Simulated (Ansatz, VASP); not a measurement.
# One calculation of Sb, two programs

The input INCAR:

```
SYSTEM = Sb
PREC = Accurate
ENCUT = 520
EDIFF = 1E-7
ISMEAR = 0
SIGMA = 0.012
LREAL = .FALSE.
LASPH = .TRUE.
NELM = 60
ALGO = Normal
ISIF = 2
LWAVE = .FALSE.
LCHARG = .TRUE.
GGA = PE
LELF = .TRUE.
LVHAR = .TRUE.
NBANDS = 8
```

Contents of KPOINTS:

```
regular mesh
0
G
  8 8 8
  0 0 0
```

POSCAR

```
Sb
1.0
    3.1600000000      0.0000000000      0.0000000000
    0.0000000000      3.1600000000      0.0000000000
    0.0000000000      0.0000000000      3.1600000000
Sb
1
Direct
    0.0000000000      0.0000000000      0.0000000000
```

Contents of input.yaml:

```yaml
crystal:
  lattice:
    - [3.16, 0.0, 0.0]
    - [0.0, 3.16, 0.0]
    - [0.0, 0.0, 3.16]
  atoms:
    - { symbol: Sb, position: [0.0, 0.0, 0.0] }
hamiltonian:
  xc: pbe
  pseudopotentials: { kind: paw }
kpoints:
  mp_grid: { grid: [8, 8, 8] }
scf:
  occupations: { method: gaussian, width: 0.012 }
output:
  forces: true
  stress: true
  eigenvalues: true
```

This isn't the form of Sb at room conditions, which is rhombohedral.

Alike in both runs: task single point; functional PBE; k mesh 8 × 8 × 8; occupations gaussian, width 0.012 eV; no spin polarisation.

|  | VASP | Ansatz |
| --- | --- | --- |
| version | VASP 6.6.1 | Ansatz 0.2.0 |
| potentials or method | VASP PAW PBE potentials, release 64 (Sb) | Ansatz PAW |
| plane-wave cutoff (eV) | 520 | 420 |
| valence electrons in the cell | 5 | 15 |

```tsv
	VASP	Ansatz	Ansatz less VASP
gap on the k mesh at the Fermi level (eV)	none	none	-
pressure (GPa)	-2.3	-2.3	+0.04
```

A gap of «none» marks a metal or a gap that the smearing closes. The two sets of potentials don't hold the same shells in valence.

Spin-orbit coupling is left out, which matters for the levels of Sb.
